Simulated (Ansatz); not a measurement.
Input and command of a calculation in Ansatz (plane waves; scalar-relativistic PAW potentials unless the input names others):

```yaml
crystal:
  lattice:
    - [0.0, 0.0, 6.3046430411]
    - [-5.7661004008, -3.3290596185, 0.0]
    - [5.7661004007, -3.3290596186, 0.0]
  atoms:
    - { symbol: Zn, position: [0.0002666736, 0.3333333333, 1.0] }
    - { symbol: Zn, position: [0.0002666736, 1.0, 0.3333333333] }
    - { symbol: Zn, position: [0.0002666736, 0.6666666667, 0.6666666667] }
    - { symbol: Zn, position: [0.5002666736, 0.3333333333, 0.3333333333] }
    - { symbol: Zn, position: [0.5002666736, 1.0, 0.6666666667] }
    - { symbol: Zn, position: [0.5002666736, 0.6666666667, 0.0] }
    - { symbol: S, position: [0.3747333264, 0.3333333333, 1.0] }
    - { symbol: S, position: [0.3747333264, 1.0, 0.3333333333] }
    - { symbol: S, position: [0.3747333264, 0.6666666667, 0.6666666667] }
    - { symbol: S, position: [0.8747333264, 0.3333333333, 0.3333333333] }
    - { symbol: S, position: [0.8747333264, 1.0, 0.6666666667] }
    - { symbol: S, position: [0.8747333264, 0.6666666667, 0.0] }
    - { symbol: H, position: [0.4442630353, -0.0062555118, -0.0017240846] }
total_charge: -1
basis:
  ecutwfc: 420
  xc_grid: 2
kpoints:
  mp_grid: { grid: [2, 2, 2], shift: [0.0, 0.0, 0.0] }
hamiltonian:
  xc: pbe
scf:
  occupations: { method: gaussian, width: 0.02 }
  initial_density: { chi_scale: 0.3 }
output:
  forces: true
  eigenvalues: true
relax:
  adjacent_minimum: "off"
  f_tol: 0.02
  max_steps: 60
```

```bash
ansatz run input.yaml --threads 4 --pin off --max-ram 10240MiB --backend cpu --events-out ev --progress --plain --runs-dir out
```

Abridged log:
```
Pseudopotentials: kind: paw
Pseudopotential: Zn, paw, valence charge 12, recommended cutoff 420 eV (normal)
Pseudopotential: S, paw, valence charge 6, recommended cutoff 420 eV (normal)
Pseudopotential: H, paw, valence charge 1, recommended cutoff 420 eV (normal)
Functional definition: PBE
Crystal: 13 atoms, lattice volume = 242.044 Å³
Basis set: ecut = 420 eV, 4737 PW (Γ), exchange–correlation on 90×90×90 points (8 copies of the dense FFT grid, shifted against one another)
Bands: 68, of which v1, the nominal top of the filled ones, is band 55 counted from 1 (54 counted from 0)
Symmetry: 1 space group operations
Space group: P1 (ITA 1), of the structure as read, at distance tolerance 6.2e-5 Å
k-points: 8
Initial density: superposition of atomic densities (chi_scale 0.3, normalization cell, long waves kept (reshape's long-wave potential 0.01 eV rms))
Initial wavefunctions: pseudopotential atomic-orbital guess
Functional: x = pbe(κ = 0.804, μ = 0.21951497), c = pbe(β = 0.06672455)
SCF iter   1: F=—  HF=-25348.302353 eV  |F-HF|=—  |Δ(HF+E_count)|=         —  Δρ=8.23e-2  dr2=1.71e1  ethr=3.10e-3  ⟨swp⟩=7.2  Hψ=2177  notcnv=0  defer=6
SCF iter   2: F=—  HF=-25343.087308 eV  |F-HF|=—  |Δ(HF+E_count)|=    5.22e0  Δρ=2.16e-2  dr2=1.33e0  ethr=3.10e-3  ⟨swp⟩=3.0  Hψ=1117  notcnv=0  defer=61
SCF iter   3: F=—  HF=-25342.194233 eV  |F-HF|=—  |Δ(HF+E_count)|=   8.93e-1  Δρ=1.51e-2  dr2=6.45e-1  ethr=1.21e-3  ⟨swp⟩=2.0  Hψ=996  notcnv=0  defer=61
SCF iter   4: F=—  HF=-25341.996323 eV  |F-HF|=—  |Δ(HF+E_count)|=   1.98e-1  Δρ=5.18e-3  dr2=4.58e-2  ethr=5.86e-4  ⟨swp⟩=2.6  Hψ=991  notcnv=0  defer=61
SCF iter   5: F=—  HF=-25342.019819 eV  |F-HF|=—  |Δ(HF+E_count)|=   2.35e-2  Δρ=9.97e-4  dr2=4.17e-3  ethr=4.16e-5  ⟨swp⟩=2.0  Hψ=996  notcnv=0  defer=61
SCF iter   6: F=—  HF=-25342.020937 eV  |F-HF|=—  |Δ(HF+E_count)|=   1.12e-3  Δρ=8.70e-4  dr2=1.27e-3  ethr=3.79e-6  ⟨swp⟩=2.0  Hψ=944  notcnv=0  defer=61
SCF iter   7: F=—  HF=-25342.020530 eV  |F-HF|=—  |Δ(HF+E_count)|=   4.07e-4  Δρ=3.58e-4  dr2=3.03e-4  ethr=1.16e-6  ⟨swp⟩=2.0  Hψ=923  notcnv=0  defer=61
SCF iter   8: F=—  HF=-25342.020770 eV  |F-HF|=—  |Δ(HF+E_count)|=   2.40e-4  Δρ=1.31e-4  dr2=5.34e-5  ethr=2.76e-7  ⟨swp⟩=2.0  Hψ=887  notcnv=0  defer=61
   ...
SCF iter   7: F=—  HF=-25343.594529 eV  |F-HF|=—  |Δ(HF+E_count)|=   1.32e-7  Δρ=7.84e-6  dr2=8.88e-8  ethr=9.09e-11  ⟨swp⟩=9.6  Hψ=2315  notcnv=0
SCF iter   8: F=-25343.594529 eV  HF=-25343.594529 eV  |F-HF|=2.94e-9  |Δ(HF+E_count)|=   4.71e-8  Δρ=1.74e-6  dr2=8.46e-9  ethr=8.08e-11  ⟨swp⟩=4.0  Hψ=1846  notcnv=0
SCF 6 converged in 8 iterations: F = -25343.594529 eV  dr2 = 8.46e-9
relax step   6: F+E_penalty+E_count = -25343.59452872 eV  Δ(F+E_penalty+E_count) = -1.637e-3 eV  max|allowed force component| = 2.716e-2 eV/Å  Δτ_max = 0.0247 Å  (8 SCF iters, accepted)
SCF iter   1: F=—  HF=-25343.595064 eV  |F-HF|=—  |Δ(HF+E_count)|=         —  Δρ=6.44e-4  dr2=1.30e-3  ethr=5.69e-6  ⟨swp⟩=3.0  Hψ=1251  notcnv=0  defer=45
SCF iter   2: F=—  HF=-25343.594785 eV  |F-HF|=—  |Δ(HF+E_count)|=   2.78e-4  Δρ=3.09e-4  dr2=2.55e-4  ethr=1.18e-6  ⟨swp⟩=1.2  Hψ=680  notcnv=0  defer=45
SCF iter   3: F=—  HF=-25343.594733 eV  |F-HF|=—  |Δ(HF+E_count)|=   5.21e-5  Δρ=8.25e-5  dr2=1.05e-5  ethr=2.32e-7  ⟨swp⟩=2.0  Hψ=891  notcnv=0  defer=45
SCF iter   4: F=—  HF=-25343.594824 eV  |F-HF|=—  |Δ(HF+E_count)|=   9.09e-5  Δρ=3.79e-5  dr2=2.86e-6  ethr=9.53e-9  ⟨swp⟩=2.0  Hψ=891  notcnv=0  defer=45
SCF iter   5: F=—  HF=-25343.594824 eV  |F-HF|=—  |Δ(HF+E_count)|=   2.62e-7  Δρ=1.27e-5  dr2=4.74e-7  ethr=2.60e-9  ⟨swp⟩=2.0  Hψ=891  notcnv=0  defer=45
SCF iter   6: F=-25343.594824 eV  HF=-25343.594824 eV  |F-HF|=3.02e-9  |Δ(HF+E_count)|=   2.29e-8  Δρ=3.09e-6  dr2=3.69e-8  ethr=9.09e-11  ⟨swp⟩=9.0  Hψ=2200  notcnv=0
SCF 7 converged in 6 iterations: F = -25343.594824 eV  dr2 = 3.69e-8
relax step   7: F+E_penalty+E_count = -25343.59482410 eV  Δ(F+E_penalty+E_count) = -2.954e-4 eV  max|allowed force component| = 6.261e-3 eV/Å  Δτ_max = 0.0075 Å  (6 SCF iters, accepted)
SCF converged after 6 iterations
Free energy (F): -25343.594824 eV
Harris-Foulkes:  -25343.594824 eV  (|F-HF|=3.02e-9)
Internal energy: -25343.594824 eV  (E = F + TS)
E sigma→0 (E₀):  -25343.594824 eV
Fermi energy:    7.437959 eV
--- Forces (eV/Å), atoms counted from 1 ---
  atom   1  Zn     0.00081354     0.00053250     0.00160165
  atom   2  Zn    -0.00091599     0.00042496     0.00158788
  atom   3  Zn     0.00003712    -0.00100758     0.00157627
  atom   4  Zn     0.00016917     0.00141333    -0.00214076
  atom   5  Zn     0.00114848    -0.00099110    -0.00212905
  atom   6  Zn    -0.00144228    -0.00061230    -0.00216622
  atom   7  S      0.00421616     0.00308532     0.00226780
  atom   8  S     -0.00541933     0.00259109     0.00261651
  atom   9  S      0.00061249    -0.00626108     0.00276333
  atom  10  S      0.00004997    -0.00210314    -0.00082585
  atom  11  S     -0.00172273     0.00106172    -0.00084435
  atom  12  S      0.00158397     0.00093769    -0.00084690
  atom  13  H      0.00086900     0.00092815    -0.00333855
--- Relaxed structure (7 steps of the walk, 7 accepted, 0 SCFs on fresh bases) ---
  F+E_penalty+E_count = -25343.59482410 eV   max|allowed force component| = 6.261e-3 eV/Å
  atoms:
    - { symbol: Zn, position: [-0.00691644, 0.33413530, 0.99987267] }
    - { symbol: Zn, position: [-0.00691583, 0.99951113, 0.33447886] }
    - { symbol: Zn, position: [-0.00691327, 0.66490726, 0.66525380] }
    - { symbol: Zn, position: [0.49211079, 0.27514962, 0.27550729] }
    - { symbol: Zn, position: [0.49210275, 0.99951530, 0.72421742] }
    - { symbol: Zn, position: [0.49209444, 0.72385937, -0.00013942] }
    - { symbol: S, position: [0.35820484, 0.36966982, 0.99987864] }
    - { symbol: S, position: [0.35820687, 0.99949884, 0.37001162] }
    - { symbol: S, position: [0.35820972, 0.62936647, 0.62970472] }
    - { symbol: S, position: [0.86479153, 0.33260536, 0.33295849] }
    - { symbol: S, position: [0.86478654, 0.99952173, 0.66678254] }
    - { symbol: S, position: [0.86477809, 0.66643041, -0.00013510] }
    - { symbol: H, position: [0.56972297, -0.00042618, -0.00011565] }
```

Apart from outputs and empty bands, the input differs from a reference run on usual settings in scf.initial_density.chi_scale: not typed → 0.3. The reference, at the same start, ended its own course with largest force 0.003 eV/Å, gap on the mesh 1.35 eV. This run converged in 47 SCF iterations over all its steps (reference: 49) with an energy at zero smearing within 0.01 meV/atom of the reference's, largest force 0.007 eV/Å, gap on the mesh 1.35 eV.

Time: 19 s on 4 threads of Arm Neoverse V1, with other jobs on the host, peak memory 0.72 GiB.